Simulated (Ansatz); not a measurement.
# Se: from a trial structure to a relaxed crystal

Method: DFT PBE, scalar-relativistic, plane waves, PAW (Ansatz 0.2.0).

Se was placed on the sites of a reported Hg cell (P6/mmm, No. 191), at a guessed volume.

Input of the last, converged step (default PAW datasets):

```yaml
crystal:
  lattice:
    - [4.6198272112, 0.0, 0.0]
    - [-2.3099136056, 4.000887726, 0.0]
    - [0.0, 0.0, 3.4998392556]
  atoms:
    - { symbol: Se, position: [0.3333333333, 0.6666666667, 0.5] }
    - { symbol: Se, position: [0.0, 0.0, 0.0] }
    - { symbol: Se, position: [0.6666666667, 0.3333333333, 0.5] }
basis:
  ecutwfc: 420
kpoints:
  mp_grid: { grid: [12, 12, 14] }
hamiltonian:
  xc: pbe
scf:
  occupations: { method: gaussian, width: 0.1 }
output:
  forces: true
  stress: true
  eigenvalues: true
relax:
  adjacent_minimum: "off"
  f_tol: 0.01
  max_steps: 80
  cell: { stress_tol: 0.05 }
```

It can be run as:

```bash
ansatz run input.yaml --threads 1 --pin off --backend cpu --events-out ev --progress --plain --runs-dir out  # memory cap (--max-ram) not shown
```

The program printed at the end:

```
SCF converged after 9 iterations
Free energy (F): -16405.420497 eV
Harris-Foulkes:  -16405.420497 eV  (|F-HF|=3.64e-12)
Internal energy: -16405.408164 eV  (E = F + TS)
E sigma→0 (E₀):  -16405.414331 eV
Entropy (-TS):   -0.012333 eV (-4.111 meV/atom)
Fermi energy:    10.291692 eV
--- Per-component energies (eV) ---
  E_band       = -1072.815529
  E_kinetic    = 349.068578
  E_local      = -6444.231284  (includes V_loc(G=0)·N_el)
  E_nonlocal   = -1781.929566
  E_hartree    = 3222.494401
  E_xc         = -309.873022
  E_vxc        = -290.965888  (∫ρ·V_xc dr)
  E_paw        = -5737.009872  (= ΣΔE_a)
  E_vpaw       = 650.255632  (= ΣTr[D̂ρ^β])
  E_aug_tail   = -0.001802  (compensation charges beyond the density's cutoff)
  E_ewald      = -5703.925598
  E_smearing   = -0.012333  (= −TS)
  E_closure    =  0.000000  (closes the sum)
  Σ components = -16405.420497   (vs F -16405.420497, Δ=0.00e0)
--- Forces (eV/Å), atoms counted from 1 ---
  atom   1  Se     0.00000000     0.00000000     0.00000000
  atom   2  Se     0.00000000     0.00000000     0.00000000
  atom   3  Se     0.00000000     0.00000000     0.00000000
  max |Σ_I F_I| component: 1.39e-17 eV/Å
--- Stress (GPa, compression-positive) ---
       -0.001094       0.000000       0.000000
        0.000000      -0.001094       0.000000
        0.000000       0.000000      -0.001397
  P = ⅓ Tr σ = -0.0012 GPa (-0.012 kbar)
--- Relaxed structure (4 steps of the walk, 4 accepted, 1 SCFs on fresh bases) ---
  F+E_penalty+E_count = -16405.42049737 eV   max|allowed force component| = 2.776e-17 eV/Å   (the final SCF, on the basis selected at the relaxed cell)
  cell:  # Å, volume = 64.2811 Å³
    - [4.661089, 0.0, 0.0]
    - [-2.330545, 4.036622, 0.0]
    - [0.0, 0.0, 3.416472]
  atoms:
    - { symbol: Se, position: [0.333333, 0.666667, 0.5] }
    - { symbol: Se, position: [0.000000, 0.000000, 0.0] }
    - { symbol: Se, position: [0.666667, 0.333333, 0.5] }
```

Total energies depend on the potentials used, so only differences within one code and one set of settings carry meaning.

The result has space group P6/mmm (No. 191). Se on Wyckoff site d (2 atoms of the primitive cell) has 3 Se at 2.69 Å, 6 Se at 3.19 Å and 2 Se at 3.42 Å; Se on Wyckoff site a (1 atom of the primitive cell) is coordinated by 12 Se at 3.19 Å and 2 Se at 3.42 Å.

It lies 0.61 eV/atom above the element's standard state at the same level.

For metals, differences of a few meV/atom aren't resolved.

Symmetry constrained the relaxation, so the result can be a saddle point.